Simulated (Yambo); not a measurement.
BeS:

```
S Be
1.0
     0.00000    2.42500    2.42500
     2.42500    0.00000    2.42500
     2.42500    2.42500    0.00000
S Be
1 1
Direct
  0.75000 0.75000 0.75000
  0.00000 0.00000 0.00000
```

Base run:

| Quantity | Value |
| --- | --- |
| Program | Yambo 5.3.0 |
| Functional | PBEsol |
| Potentials or basis | PseudoDojo 0.4.1 SR PBEsol standard |
| Cutoff | 1197 eV |
| Density cutoff | 4789 eV |
| k mesh | 20 × 20 × 20 |
| Occupations | fixed |
| Spin | no spin polarisation |

Its results: band gap on the k mesh, mean-field level 2.93 eV, indirect (least direct gap 5.55 eV).

**Question.** The run is repeated on the same cell with these changes: functional from PBEsol to PBE; potentials or basis from PseudoDojo 0.4.1 SR PBEsol standard to PseudoDojo 0.4.1 SR PBE standard. What comes out?

**Answer.** Band gap on the k mesh, mean-field level 3.11 eV, indirect (least direct gap 5.64 eV).

A k mesh can miss the band edges.
